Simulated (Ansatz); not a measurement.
# HfB2 (P6/mmm) in Ansatz: a series of runs

The runs below take HfB2 through relaxation of cell and atoms, with PBE+U.

Everything below comes from runs of Ansatz 0.2.0. Logs are shortened: lines on timing, memory, paths and dates and some standing lists are left out, and cuts for length are marked.

**1. The structure**

It takes space group P6/mmm (No. 191, hexagonal). Conventional cell: a = 3.140 Å, b = 3.140 Å, c = 3.480 Å, α = 90.00°, β = 90.00°, γ = 120.00°. Around Hf (site symmetry 6/mmm) lie 12 B at 2.51 Å. B (site symmetry -6m2) is surrounded by 3 B at 1.81 Å.

**2. Relaxation of cell and atoms, PBE+U**

input.yaml reads:

```yaml
crystal:
  lattice:
    - [3.14, 0.0, 0.0]
    - [-1.57, 2.7193197679, 0.0]
    - [0.0, 0.0, 3.48]
  atoms:
    - { symbol: Hf, position: [0.0, 0.0, 0.0] }
    - { symbol: B, position: [0.6666666667, 0.3333333333, 0.5] }
    - { symbol: B, position: [0.3333333333, 0.6666666667, 0.5] }
hamiltonian:
  xc: pbe
  pseudopotentials: { kind: paw }
  hubbard: { sites: [{ species: Hf, l: d, u_eff: 3.0 }] }
kpoints:
  mp_grid: { grid: [10, 10, 8] }
scf:
  occupations: { method: fermi_dirac, width: 0.05 }
output:
  forces: true
  stress: true
  eigenvalues: true
relax:
  f_tol: 0.01
  max_steps: 40
  cell: { stress_tol: 0.05 }
```

Potentials or basis: Ansatz PAW.

Launch:

```bash
ansatz run input.yaml --threads 2 --pin off --max-ram 5632MiB --backend cpu --events-out ev --progress --plain --runs-dir out
```

The program printed:

```text
Warning: RAYON_NUM_THREADS=2 ignored (pool sized by the plan → 2); use --threads N
Hf: projections on atomic orbitals take those of the free atom [Kr 4d10] 4f14 5s2 5p6 5d2 6s2, of charge +0.00 (hamiltonian.pseudopotentials.projection_atoms); the dataset's partial waves leave at most 4.9e-5 of an orbital's norm unspanned inside its sphere
B: projections on atomic orbitals take those of the free atom [He] 2s2 2p1, of charge +0.00 (hamiltonian.pseudopotentials.projection_atoms); the dataset's partial waves leave at most 3.0e-9 of an orbital's norm unspanned inside its sphere
Engine: ansatz 0.2.0, aarch64-unknown-linux-gnu
Pseudopotentials: kind: paw
Pseudopotential: Hf, paw, valence charge 26, recommended cutoff 420 eV (normal), Hf.paw.azcp
Pseudopotential: B, paw, valence charge 3, recommended cutoff 420 eV (normal), B.paw.azcp
Functional definition: PBE
  parameter kappa = 0.804
  parameter beta = 0.06672455060314922
  exchange = pbe_x(kappa = kappa, mu = beta*pi^2/3)
  correlation = pbe_c(beta = beta)
Crystal: 3 atoms, lattice volume = 29.715 Å³
Basis set: ecut = 420 eV, 563 PW (Γ), exchange–correlation on 48×48×48 points (8 copies of the dense FFT grid, shifted against one another)
Bands: 20, of which v1, the nominal top of the filled ones, is band 16 counted from 1 (15 counted from 0)
Symmetry: 24 space group operations
Space group: P6/mmm (ITA 191), of the structure as read, at distance tolerance 3.1e-5 Å
k-points: 70 of 800
Non-local potential: Hf, projectors of the file, l = 0: 3, l = 1: 2, l = 2: 2, l = 3: 3
Non-local potential: B, projectors of the file, l = 0: 2, l = 1: 2, l = 2: 1
PAW form: soft (Blöchl's): semilocal exchange-correlation on the pseudo side does not see the compensation charge
PAW one-centre angular grid: Hf, 590 points (default); XC on 64 Gauss nodes
PAW one-centre angular grid: B, 110 points (default); XC on 64 Gauss nodes
Initial density: superposition of atomic densities (chi_scale 0.1, normalization cell, long waves kept (reshape's long-wave potential 0.00 eV rms))
Initial wavefunctions: pseudopotential atomic-orbital guess
Functional: x = pbe(κ = 0.804, μ = 0.2195149727645171), c = pbe(β = 0.06672455060314922)
SCF iter   1: F=—  HF=-16033.978256 eV  |F-HF|=—  |Δ(HF+E_count)|=         —  Δρ=7.81e-2  dr2=3.09e0  ethr=3.10e-3  ⟨swp⟩=3.8  Hψ=5430  notcnv=0
preconditioner: auto → none  [metal: Δε(μ)=0.072 eV  Ē_g=17.191 eV  σ=0.050 eV  W_gap=0.33  n_scr=8 (ndim 8)  ℏωp=37.3 eV  f_vac=0.000  D(μ)=0.56/eV (n_scr^D=2)  sad-step TF]
SCF iter   2: F=—  HF=-16033.282970 eV  |F-HF|=—  |Δ(HF+E_count)|=   6.95e-1  Δρ=4.14e-2  dr2=8.60e-1  ethr=3.10e-3  ⟨swp⟩=2.9  Hψ=3017  notcnv=0
SCF iter   3: F=—  HF=-16033.121886 eV  |F-HF|=—  |Δ(HF+E_count)|=   1.61e-1  Δρ=1.04e-2  dr2=2.31e-2  ethr=2.69e-3  ⟨swp⟩=2.5  Hψ=2821  notcnv=0
SCF iter   4: F=—  HF=-16033.051550 eV  |F-HF|=—  |Δ(HF+E_count)|=   7.03e-2  Δρ=3.98e-3  dr2=3.38e-3  ethr=7.22e-5  ⟨swp⟩=2.3  Hψ=3215  notcnv=0
SCF iter   5: F=—  HF=-16033.057195 eV  |F-HF|=—  |Δ(HF+E_count)|=   5.65e-3  Δρ=1.18e-3  dr2=3.72e-4  ethr=1.05e-5  ⟨swp⟩=2.0  Hψ=2551  notcnv=0
[... 43 lines left out ...]
SCF iter   5: F=—  HF=-16033.066270 eV  |F-HF|=—  |Δ(HF+E_count)|=   1.40e-9  Δρ=9.95e-7  dr2=8.50e-11  ethr=3.08e-12  ⟨swp⟩=2.0  Hψ=1838  notcnv=0
SCF iter   6: F=-16033.066270 eV  HF=-16033.066270 eV  |F-HF|=3.64e-12  |Δ(HF+E_count)|=  1.20e-10  Δρ=7.49e-8  dr2=5.51e-13  ethr=1.00e-12  ⟨swp⟩=5.5  Hψ=6389  notcnv=0
SCF 5 converged in 6 iterations: F = -16033.066270 eV  dr2 = 5.51e-13
relax step   5: F+E_penalty+E_count = -16033.06627036 eV  Δ(F+E_penalty+E_count) = -7.131e-4 eV  max|allowed force component| = 4.934e-17 eV/Å  Δτ_max = 0.0000 Å  P = -0.001 GPa  Ω = 30.268 Å³  stress off target by 3.01e-2 GPa  SCF on the basis re-selected at this cell (its energy is not comparable with the rows above)  (6 SCF iters)
basis re-selected at this cell: Δ(F+E_penalty+E_count) = -7.131e-4 eV, ΔP = +0.025 GPa vs the last step (what re-selecting the basis moved, of the pressure what is left beyond the Pulay correction that the steps carried, after the strain that the cell walked since its last selection, with what the two solves' SCF thresholds leave and, on support functions, any second-order correction that the steps lacked; it is no measure of the basis error at this ecutwfc). This SCF's stress stands 3.01e-2 GPa from its target on what of the cell is left free (relax.cell.stress_tol is 5.00e-2 GPa) and its largest allowed force component is 4.93e-17 eV/Å (relax.f_tol is 1.00e-2 eV/Å): within both
SCF converged after 6 iterations
Free energy (F): -16033.066270 eV
Harris-Foulkes:  -16033.066270 eV  (|F-HF|=3.64e-12)
Internal energy: -16033.063640 eV  (E = F + TS)
E sigma→0 (E₀):  -16033.064955 eV
Entropy (-TS):   -0.002631 eV (-0.877 meV/atom)
Fermi energy:    20.446622 eV
--- Per-component energies (eV) ---
  E_band       = 112.219852
  E_kinetic    = 523.945925
  E_local      = -5324.145991  (includes V_loc(G=0)·N_el)
  E_nonlocal   = -1221.915805
  E_hartree    = 2530.434218
  E_xc         = -366.475470
  E_vxc        = -345.546935  (∫ρ·V_xc dr)
  E_hubbard    = 3.111558  (on-site DFT+U / exact-exchange correction)
  E_vhub       = 1.801875  (the Hubbard potential's part of the band-sum identity)
  E_paw        = -7085.022358  (= ΣΔE_a)
  E_vpaw       = 1417.212384  (= ΣTr[D̂ρ^β])
  E_aug_tail   = -0.000008  (compensation charges beyond the density's cutoff)
  E_ewald      = -5092.995709
  E_smearing   = -0.002631  (= −TS)
  E_closure    = 0.000000  (closes the sum)
  Σ components = -16033.066270   (vs F -16033.066270, Δ=0.00e0)
--- Forces (eV/Å), atoms counted from 1 ---
  atom   1  Hf    -0.00000000     0.00000000     0.00000000
  atom   2  B     -0.00000000    -0.00000000     0.00000000
  atom   3  B      0.00000000     0.00000000    -0.00000000
  max |Σ_I F_I| component: 1.85e-17 eV/Å
--- Stress (GPa, compression-positive) ---
       -0.015926      -0.000000      -0.000000
       -0.000000      -0.015926      -0.000000
       -0.000000      -0.000000       0.030130
  P = ⅓ Tr σ = -0.0006 GPa (-0.006 kbar)
--- Band table (eV; the first three rows and the last of 70) ---
  k-point 0: bands = ["-41.9896", "-10.8242", "-10.3533", "-10.3533", "6.5858", "8.0364", "8.0591", "8.0680", "8.0680", "8.0709", "8.0709", "8.1629", "17.3720", "17.5860", "17.5975", "17.5975", "24.5722", "24.5722", "24.8809", "24.8809"]
  k-point 1: bands = ["-41.9875", "-10.8584", "-10.3508", "-10.3508", "6.8154", "8.0346", "8.0590", "8.0684", "8.0684", "8.0707", "8.0707", "8.1629", "15.8088", "17.7479", "17.7479", "19.0715", "23.2106", "23.2106", "24.4004", "24.4004"]
  k-point 2: bands = ["-41.9817", "-10.9410", "-10.3448", "-10.3448", "7.4535", "8.0349", "8.0589", "8.0622", "8.0622", "8.0771", "8.0771", "8.1630", "14.1352", "18.1792", "18.1792", "20.5875", "21.9851", "21.9851", "23.2905", "23.2905"]
  k-point 69: bands = ["-41.9340", "-10.8794", "-10.8788", "-10.7440", "8.0512", "8.0577", "8.0587", "8.0658", "8.0696", "8.0875", "8.1368", "10.9796", "11.9555", "14.8006", "17.0177", "17.2143", "24.6414", "25.7324", "26.7364", "27.2034"]
Occupation matrices written to <dir>
--- Relaxed structure (4 steps of the walk, 4 accepted, 1 SCFs on fresh bases) ---
  F+E_penalty+E_count = -16033.06627036 eV   max|allowed force component| = 4.934e-17 eV/Å   (the final SCF, on the basis selected at the relaxed cell)
  cell:  # Å, volume = 30.2683 Å³
    - [3.148351075483098, 0.0, 0.0]
    - [-1.574175537741549, 2.7265520114004214, 0.0]
    - [0.0, 0.0, 3.526067407596065]
  atoms:
    - { symbol: Hf, position: [1.0909874926775366e-35, 8.656261776445665e-35, 0.0] }
    - { symbol: B, position: [0.6666666666666665, 0.33333333333333337, 0.5000000000000001] }
    - { symbol: B, position: [0.33333333333333337, 0.6666666666666667, 0.5000000000000001] }
```

Run time: 9 s. Hardware: 2 threads of Arm Neoverse V2, shared host; peak memory 0.37 GiB.

Results:

```
Free energy                            : -16033.0663 eV
Relaxed volume                         : 10.09 Å³/atom
Relaxed cell                           : a = 3.148 Å, b = 3.148 Å, c = 3.526 Å, α = 90.00°, β = 90.00°, γ = 120.00°
Space group after relaxing (to 0.05 Å) : P6/mmm (No. 191)
Energy gained by relaxing              : 3.2 meV/atom
Ionic steps                            : 5
Pressure after relaxing                : 0.0 GPa
Band gap on the k mesh                 : none (metal or under the smearing width)
```

Step by step:
| step | energy change (eV) | largest force (eV/Å) | volume (Å³) |
| --- | --- | --- | --- |
| 1 | 0.0000 | 0.0000 | 29.71 |
| 2 | -0.0049 | 0.0000 | 30.52 |
| 3 | -0.0087 | 0.0000 | 30.30 |
| 4 | -0.0088 | 0.0000 | 30.27 |
| 5 | -0.0095 | 0.0000 | 30.27 |

Final structure:
```xyz
3
Lattice="3.1484 0.0000 0.0000 -1.5742 2.7266 0.0000 0.0000 0.0000 3.5261" Properties=species:S:1:pos:R:3 pbc="T T T"
Hf    0.0000    0.0000    0.0000
B     1.5742    0.9089    1.7630
B     0.0000    1.8177    1.7630
```

Eigenvalues of the final occupation matrices:
```
  site  spin  trace               eigenvalues
site 1     1   1.47  0.28 0.28 0.28 0.32 0.32
```

Caveat: the plane-wave basis is chosen anew once the cell has moved, so the energies of steps on either side of that aren't comparable; U without spin polarisation on a metal has little footing; the U is typed as a test and isn't derived for this compound. The run has no spin-orbit coupling, so splittings on Hf are missing.

**3. Relaxation of cell and atoms, PBE+U**

input.yaml, as its differences from that of step 2:

```diff
@@ -12,3 +12,3 @@
   pseudopotentials: { kind: paw }
-  hubbard: { sites: [{ species: Hf, l: d, u_eff: 3.0 }] }
+  hubbard: { sites: [{ species: Hf, l: d, u_eff: 4.0 }] }
 kpoints:
```

Potentials or basis: Ansatz PAW.

Launch:

```bash
ansatz run input.yaml --threads 2 --pin off --max-ram 5632MiB --backend cpu --events-out ev --progress --plain --runs-dir out
```

Wall time 9.2 s (2 threads of Arm Neoverse V2, shared host); peak memory 0.37 GiB.

It converged, with:

| Item | Value |
| --- | --- |
| Free energy | -16032.0334 eV |
| Relaxed volume | 10.14 Å³/atom |
| Relaxed cell | a = 3.150 Å, b = 3.150 Å, c = 3.539 Å, α = 90.00°, β = 90.00°, γ = 120.00° |
| Space group after relaxing (to 0.05 Å) | P6/mmm (No. 191) |
| Energy gained by relaxing | 5.1 meV/atom |
| Ionic steps | 5 |
| Pressure after relaxing | 0.0 GPa |
| Band gap on the k mesh | none (metal or under the smearing width) |

The path:
| step | energy change (eV) | largest force (eV/Å) | volume (Å³) |
| --- | --- | --- | --- |
| 1 | 0.0000 | 0.0000 | 29.71 |
| 2 | -0.0084 | 0.0000 | 30.73 |
| 3 | -0.0141 | 0.0000 | 30.46 |
| 4 | -0.0143 | 0.0000 | 30.41 |
| 5 | -0.0152 | 0.0000 | 30.41 |

Final structure:
```xyz
3
Lattice="3.1501 0.0000 0.0000 -1.5750 2.7280 0.0000 0.0000 0.0000 3.5392" Properties=species:S:1:pos:R:3 pbc="T T T"
Hf    0.0000    0.0000    0.0000
B     1.5750    0.9093    1.7696
B     0.0000    1.8187    1.7696
```

Levels at points of the mesh, in eV from the Fermi level:
| k point | band 13 | band 14 | band 15 | band 16 | band 17 | band 18 | band 19 | band 20 |
| --- | --- | --- | --- | --- | --- | --- | --- | --- |
| (0.00, 0.00, 0.00) | -3.22 | -2.87 | -2.87 | -2.84 | 4.15 | 4.15 | 4.34 | 4.34 |
| (0.00, 0.00, -0.50) | -8.66 | -1.32 | -1.32 | 0.56 | 0.56 | 1.04 | 1.04 | 2.08 |
| (0.00, -0.50, 0.00) | -9.27 | -4.11 | -3.60 | -2.65 | 1.72 | 2.89 | 5.29 | 5.58 |
| (0.00, -0.50, -0.50) | -7.76 | -4.90 | -4.71 | -3.12 | 3.63 | 3.91 | 6.13 | 6.71 |

Eigenvalues of the final occupation matrices:
```tsv
site	spin	trace	eigenvalues
site 1	1	1.45	0.27 0.27 0.27 0.32 0.32
```

Caveat: the plane-wave basis is chosen anew once the cell has moved, so the energies of steps on either side of that aren't comparable; U without spin polarisation on a metal has little footing; the U is typed as a test and isn't derived for this compound.
